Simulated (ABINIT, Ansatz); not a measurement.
# BN (P6_3/mmc): phonons by linear response, part 2 of 5

Aim: the phonon dispersion of BN (P6_3/mmc), checked by a second program.

ABINIT 10.8.3; DFT LDA, scalar-relativistic, plane waves, PseudoDojo stringent norm-conserving pseudopotentials.

So far. Step 3 (Relaxing the cell and atoms): The volume changes by -2.9 % in this run and stands -2.9 % from the first cell. Step 4 (Self-consistent run for the response): The cell stands at -0.72 GPa: the relaxation ran with a smoothed and higher cutoff, and the difference is a stress of the finite basis. The relaxed cell has a = 2.489, c = 6.488 Å (conventional setting).

The database entry behind the starting cell differs from later determinations by our own check (about 0.3 % short, minor phase), so it need not match the best structure at ambient conditions.

## (6) Linear response at Γ

The derivative of the wavefunctions by k comes first, since the response to a field is built on it; then the field and the displacements that symmetry doesn't supply are solved at q = 0.

It reads the wavefunctions written in step 4.

Input file dfpt_gamma.abi:

```
ndtset 2

# common to the responses
getwfk_filepath "gso_WFK"
kptopt 2
nqpt 1
qpt 0.0 0.0 0.0
asr 0
chneut 0

# d/dk
rfelfd1 2
rfdir1 1 1 1
iscf1 -3
tolwfr1 1.0d-20

# displacements, field
rfphon2 1
rfatpol2 1 4
rfdir2 1 1 1
rfelfd2 3
getddk2 1
tolvrs2 1.0d-10
prtwf2 0
prtpot2 1

# basis, mesh and filling
ecut 36.0
ngkpt 9 9 4
nshiftk 1
shiftk 0.0 0.0 0.0
istwfk *1
occopt 1
nband 8
nstep 100
diemac 9.0
prtebands 0
prtgsr 0
useylm 1

# cell and atoms
acell 4.703802864 4.703802864 12.26062513
rprim 
    1.0 0.0 0.0
    -0.5 0.8660254038 0.0
    0.0 0.0 1.0
ntypat 2
znucl 5 7
natom 4
typat 1 1 2 2
xred 
    1/3 2/3 0.25
    2/3 1/3 0.75
    1/3 2/3 0.75
    2/3 1/3 0.25
pp_dirpath "./pseudo"
pseudos "B.upf, N.upf"
```

Launch:

```sh
$ OMP_NUM_THREADS=1 mpirun -n 8 abinit dfpt_gamma.abi > dfpt_gamma.log
```

Numbers of over 12 decimals in the logs are rounded to 6 here.

dfpt_gamma.abo, the main output file:

```text
[banners, grids, parts of the stress and lines that vanish by symmetry left out]
- input  file    -> dfpt_gamma.abi
- output file    -> dfpt_gamma.abo
- root for input  files -> dfpt_gammai
[...]
DATASET    1 : space group P6_3/m m c (#194); Bravais hP (primitive hexag.)
[...]
nfft =       52488          nkpt =         163
[...]
DATASET    2 : space group P6_3/m m c (#194); Bravais hP (primitive hexag.)
[...]
nfft =       52488          nkpt =         163
[...]
== DATASET  1 ==================================================================
[...]
cutoff_energies: {ecut:  36.0, pawecutdg:  -1.0, }
[...]
-  7.00000   5.00000  180309                  znucl, zion, pspdat
[...]
Perturbation : derivative vs k along direction   1
[...]
-ETOT  1  -38.937833665296     -3.894E+01 7.396E-01 0.000E+00
 ETOT  2  -39.040178090050     -1.023E-01 1.061E-02 0.000E+00
 ETOT  3  -39.040934858054     -7.568E-04 1.945E-04 0.000E+00
 ETOT  4  -39.040946170891     -1.131E-05 5.021E-06 0.000E+00
 ETOT  5  -39.040946403045     -2.322E-07 1.841E-07 0.000E+00
[...]
At SCF step   14   max residual=  9.96E-21 < tolwfr=  1.00E-20 =>converged.
[...]
Perturbation : derivative vs k along direction   2
[...]
-ETOT  1  -38.939135505860     -3.894E+01 7.817E-01 0.000E+00
[...]
At SCF step   14   max residual=  9.98E-21 < tolwfr=  1.00E-20 =>converged.
[...]
Perturbation : derivative vs k along direction   3
[...]
-ETOT  1  -4.266600     -4.267E+00 2.233E-02 0.000E+00
[...]
At SCF step   14   max residual=  9.89E-21 < tolwfr=  1.00E-20 =>converged.
[...]
1        1       1.4523018497   -0.0000000000
     1        2      -0.5030921183   -0.0000000000
     1        3       0.0000000000    0.0000000000
     2        1      -0.5030921183   -0.0000000000
     2        2       0.8713811098    0.0000000000
     2        3       0.0000000000    0.0000000000
     3        1       0.0000000000    0.0000000000
     3        2       0.0000000000    0.0000000000
     3        3       0.6574531718   -0.0000000000
[...]
== DATASET  2 ==================================================================
[...]
cutoff_energies: {ecut:  36.0, pawecutdg:  -1.0, }
[...]
Perturbation : displacement of atom   1   along direction   1
[...]
-ETOT  1   10.380681518819     -1.507E+02 5.216E-01 1.020E+03
[...]
At SCF step    9       vres2   =  4.12E-11 < tolvrs=  1.00E-10 =>converged.
[...]
Perturbation : displacement of atom   1   along direction   3
[...]
-ETOT  1   23.257332479814     -7.841E+02 1.516E+00 2.417E+03
[...]
At SCF step   13       vres2   =  6.39E-12 < tolvrs=  1.00E-10 =>converged.
[...]
Perturbation : displacement of atom   3   along direction   1
[...]
-ETOT  1   11.864787492566     -8.212E+02 2.189E+00 2.633E+03
[...]
At SCF step    9       vres2   =  7.13E-11 < tolvrs=  1.00E-10 =>converged.
[...]
Perturbation : displacement of atom   3   along direction   3
[...]
-ETOT  1   39.366850198759     -5.833E+03 1.305E+01 1.620E+05
[...]
At SCF step   13       vres2   =  1.23E-11 < tolvrs=  1.00E-10 =>converged.
[...]
Perturbation : homogeneous electric field along direction   1
[...]
-ETOT  1  -168.57849656114     -1.686E+02 3.870E+00 5.575E+03
[...]
At SCF step   11       vres2   =  3.35E-11 < tolvrs=  1.00E-10 =>converged.
[...]
Perturbation : homogeneous electric field along direction   3
[...]
-ETOT  1  -7.769999     -7.770E+00 3.627E-01 5.643E+03
[...]
ETOT  8  -9.047662     -2.504E-10 5.262E-11 3.879E-09
 ETOT  9  -9.047662     -1.170E-11 2.356E-12 1.836E-12
 At SCF step    9       vres2   =  1.84E-12 < tolvrs=  1.00E-10 =>converged.
[...]
Dielectric tensor, in cartesian coordinates,
[...]
1    6   1    6         4.8428670547        -0.0000000000
   1    6   2    6        -0.0000000000        -0.0000000000
   1    6   3    6        -0.0000000000        -0.0000000000
   2    6   1    6        -0.0000000000        -0.0000000000
   2    6   2    6         4.8428670548        -0.0000000000
   2    6   3    6        -0.0000000000        -0.0000000000
   3    6   1    6        -0.0000000000        -0.0000000000
   3    6   2    6        -0.0000000000        -0.0000000000
   3    6   3    6         2.8427661717        -0.0000000000
  Effective charges, in cartesian coordinates,
[...]
1    1   1    6         2.6971677213         0.0000000000
   2    1   1    6        -0.0000000000         0.0000000000
   3    1   1    6         0.0000000000         0.0000000000
   1    2   1    6         2.6971677213         0.0000000000
   2    2   1    6        -0.0000000000         0.0000000000
[...]
Effective charges, in cartesian coordinates,
[...]
2    6   1    4         0.0000000000         0.0000000000
   3    6   1    4         0.0000000000         0.0000000000
   1    6   2    4        -0.0000000000         0.0000000000
   2    6   2    4        -2.6972786916         0.0000000000
   3    6   2    4         0.0000000000         0.0000000000
   1    6   3    4         0.0000000000         0.0000000000
   2    6   3    4         0.0000000000         0.0000000000
   3    6   3    4        -0.8166724716         0.0000000000
  Phonon wavevector (reduced coordinates) :  0.00000  0.00000  0.00000
 Phonon energies in Hartree :
[...]
Phonon frequencies in cm-1    :
-  1.962134E+00  1.962134E+00  2.156440E+00  5.028502E+01  5.028502E+01
-  1.125861E+02  7.565298E+02  8.172848E+02  1.384846E+03  1.384846E+03
-  1.384893E+03  1.384893E+03
  Phonon at Gamma, with non-analyticity in the
[...]
Phonon energies in Hartree :
[...]
Phonon frequencies in cm-1    :
-  1.962134E+00  1.962179E+00  2.156440E+00  5.028502E+01  5.028502E+01
-  1.125861E+02  7.565298E+02  8.172848E+02  1.384846E+03  1.384846E+03
-  1.384893E+03  1.616758E+03
  Phonon at Gamma, with non-analyticity in the
[...]
Phonon energies in Hartree :
[...]
Phonon frequencies in cm-1    :
-  1.962134E+00  1.962179E+00  2.156440E+00  5.028502E+01  5.028502E+01
-  1.125861E+02  7.565298E+02  8.172848E+02  1.384846E+03  1.384846E+03
-  1.384893E+03  1.616758E+03
  Phonon at Gamma, with non-analyticity in the
[...]
Phonon energies in Hartree :
[...]
Phonon frequencies in cm-1    :
-  1.962134E+00  1.962134E+00  2.156448E+00  5.028502E+01  5.028502E+01
-  1.125861E+02  8.172848E+02  8.252447E+02  1.384846E+03  1.384846E+03
-  1.384893E+03  1.384893E+03
[...]
fcart2     0.0000000000E+00  0.0000000000E+00  0.0000000000E+00
           strten2     0.0000000000E+00  0.0000000000E+00  0.0000000000E+00
================================================================================
```

Elapsed: 92 s, on 8 MPI ranks of Arm Neoverse V2, shared host; 12 min of CPU time.

This step gave:

```yaml
miss_of_the_charge_sum_rule: 2.22e-4 e
largest_acoustic_frequency_at_the_zone_centre_before_the_sum_rule: 2.16 cm⁻¹
highest_optical_zone_centre_mode_no_lo_to_term: 1385 cm⁻¹
lowest_optical_zone_centre_mode: 50.29 cm⁻¹
mean_high_frequency_dielectric_constant: 4.176
largest_born_charge_in_size_third_of_the_trace: 2.070 e
```

Born charge (rows field, columns displacement), before the sum rule (e), principal values of the symmetric part by kind of site:

| atom | atoms with these values | low | middle | high | mean |
| --- | --- | --- | --- | --- | --- |
| B1 | 2 | 0.82 | 2.70 | 2.70 | 2.07 |
| N3 | 2 | -2.70 | -2.70 | -0.82 | -2.07 |

In full for B1:

```
2.70 0.00 0.00
0.00 2.70 0.00
0.00 0.00 0.82
```

High-frequency dielectric tensor:

```
4.84 0.00 0.00
0.00 4.84 0.00
0.00 0.00 2.84
```

The acoustic modes at Γ come out as far as 2.2 cm⁻¹ from zero, where they should vanish, a small numerical error; the Born charges miss their sum rule by 2.2e-4 e, which is good.

## (7) Linear response on the mesh

Linear response treats each wavevector of the 3×3×1 mesh in the unit cell; the first-order potentials are kept for the electron-phonon matrix elements.

Input file dfpt_q.abi:

```
ndtset 2

# wavevectors
qpt1 0.3333333333 0.0 0.0
qpt2 0.3333333333 0.3333333333 0.0

# displacements
getwfk_filepath "gso_WFK"
getwfq_filepath "gso_WFK"
kptopt 3
nqpt 1
rfphon 1
rfatpol 1 4
rfdir 1 1 1
tolvrs 1.0d-10
prtwf 0
prtpot 1

# basis, mesh and filling
ecut 36.0
ngkpt 9 9 4
nshiftk 1
shiftk 0.0 0.0 0.0
istwfk *1
occopt 1
nband 8
nstep 100
diemac 9.0
prtebands 0
prtgsr 0
useylm 1

# cell and atoms
acell 4.703802864 4.703802864 12.26062513
rprim 
    1.0 0.0 0.0
    -0.5 0.8660254038 0.0
    0.0 0.0 1.0
ntypat 2
znucl 5 7
natom 4
typat 1 1 2 2
xred 
    1/3 2/3 0.25
    2/3 1/3 0.75
    1/3 2/3 0.75
    2/3 1/3 0.25
pp_dirpath "./pseudo"
pseudos "B.upf, N.upf"
```

Launch:

```sh
$ OMP_NUM_THREADS=1 mpirun -n 8 abinit dfpt_q.abi > dfpt_q.log
```

dfpt_q.abo, the main output file:

```text
[banners, grids, parts of the stress and lines that vanish by symmetry left out]
- input  file    -> dfpt_q.abi
- output file    -> dfpt_q.abo
- root for input  files -> dfpt_qi
[...]
DATASET    1 : space group P6_3/m m c (#194); Bravais hP (primitive hexag.)
[...]
nfft =       52488          nkpt =         324
[...]
DATASET    2 : space group P6_3/m m c (#194); Bravais hP (primitive hexag.)
[...]
nfft =       52488          nkpt =         324
[...]
== DATASET  1 ==================================================================
[...]
cutoff_energies: {ecut:  36.0, pawecutdg:  -1.0, }
[...]
Perturbation : displacement of atom   1   along direction   1
[...]
-ETOT  1   15.046201751156     -1.616E+02 4.909E-01 8.276E+03
 ETOT  2   14.056114050527     -9.901E-01 2.264E-02 1.774E+03
 ETOT  3   13.577004606486     -4.791E-01 7.812E-03 2.174E+02
 ETOT  4   13.484674541986     -9.233E-02 1.366E-03 4.126E+01
 ETOT  5   13.480549869049     -4.125E-03 5.511E-05 7.543E-01
[...]
At SCF step   14       vres2   =  2.22E-11 < tolvrs=  1.00E-10 =>converged.
[...]
Perturbation : displacement of atom   1   along direction   2
[...]
-ETOT  1   10.342086694573     -1.528E+02 5.099E-01 1.741E+03
[...]
At SCF step   11       vres2   =  4.12E-11 < tolvrs=  1.00E-10 =>converged.
[...]
Perturbation : displacement of atom   1   along direction   3
[...]
-ETOT  1   22.698512956065     -7.069E+02 1.623E+00 1.130E+03
[...]
At SCF step   12       vres2   =  1.45E-11 < tolvrs=  1.00E-10 =>converged.
[...]
Perturbation : displacement of atom   3   along direction   1
[...]
-ETOT  1   19.728333139531     -8.565E+02 1.861E+00 4.214E+04
[...]
At SCF step   14       vres2   =  3.93E-11 < tolvrs=  1.00E-10 =>converged.
[...]
Perturbation : displacement of atom   3   along direction   2
[...]
-ETOT  1   12.849445885460     -8.259E+02 1.993E+00 3.949E+03
[...]
Perturbation : displacement of atom   3   along direction   3
[...]
-ETOT  1   25.339818584782     -5.631E+03 1.433E+01 4.118E+04
[...]
Phonon wavevector (reduced coordinates) :  0.33333  0.00000  0.00000
 Phonon energies in Hartree :
[...]
Phonon frequencies in cm-1    :
-  2.093811E+02  2.148604E+02  4.870714E+02  4.900504E+02  6.688540E+02
-  7.106739E+02  9.107336E+02  9.129481E+02  1.306583E+03  1.307761E+03
-  1.435638E+03  1.471770E+03
[...]
== DATASET  2 ==================================================================
[...]
cutoff_energies: {ecut:  36.0, pawecutdg:  -1.0, }
[...]
-  7.00000   5.00000  180309                  znucl, zion, pspdat
[...]
Perturbation : displacement of atom   1   along direction   1
[...]
-ETOT  1   13.710460310489     -1.602E+02 5.611E-01 4.350E+03
[...]
Perturbation : displacement of atom   1   along direction   3
[...]
-ETOT  1   21.942850538485     -6.840E+02 1.848E+00 6.572E+02
[...]
Perturbation : displacement of atom   3   along direction   1
[...]
-ETOT  1   18.238362916258     -8.503E+02 1.806E+00 1.744E+04
[...]
At SCF step   13       vres2   =  4.89E-12 < tolvrs=  1.00E-10 =>converged.
[...]
Perturbation : displacement of atom   3   along direction   3
[...]
-ETOT  1   18.837837674782     -5.572E+03 7.351E+00 1.929E+04
[...]
ETOT 11   8.565217     -1.182E-11 1.939E-13 4.271E-10
 ETOT 12   8.565217      4.638E-11 1.331E-14 6.465E-12
 At SCF step   12       vres2   =  6.46E-12 < tolvrs=  1.00E-10 =>converged.
[...]
Phonon wavevector (reduced coordinates) :  0.33333  0.33333  0.00000
 Phonon energies in Hartree :
[...]
Phonon frequencies in cm-1    :
-  3.267324E+02  3.267324E+02  5.808149E+02  5.808149E+02  8.740591E+02
-  8.786484E+02  1.073333E+03  1.073333E+03  1.198482E+03  1.198482E+03
-  1.299151E+03  1.303700E+03
[...]
strten1     0.0000000000E+00  0.0000000000E+00  0.0000000000E+00
           strten2     0.0000000000E+00  0.0000000000E+00  0.0000000000E+00
================================================================================
```

Run time: 3.9 min. Hardware: 8 MPI ranks; 31 min of CPU time.

Numbers from this step:

```
lowest mode on the q mesh (acoustic ones at the zone centre apart) : 50.25 cm⁻¹
```

Frequencies (cm⁻¹) before the sum rule at the irreducible wavevectors but Γ, which is solved apart; negative means imaginary. Frequencies by wavevector:

| q (fractions) | star | mode 1 | mode 2 | mode 3 | mode 4 | mode 10 | mode 11 | mode 12 |
| --- | --- | --- | --- | --- | --- | --- | --- | --- |
| 0.3333 0 0 | 6 | 209.4 | 214.9 | 487.1 | 490.1 | 1308 | 1436 | 1472 |
| 0.3333 0.3333 0 | 2 | 326.7 | 326.7 | 580.8 | 580.8 | 1198 | 1299 | 1304 |

[end of part 2 of 5]

[Host names and launcher messages were left out of these logs when they were recorded.]

[Logs are printed without paths, hosts, clocks, repeated set-up lines and the standing remarks that a program may print on its own settings, such as how far it seeks lower states.]

[Hosts, paths, dates, database ids (printed as entryN), source tags and the programs' standing remarks are cut or masked in the printed files.]
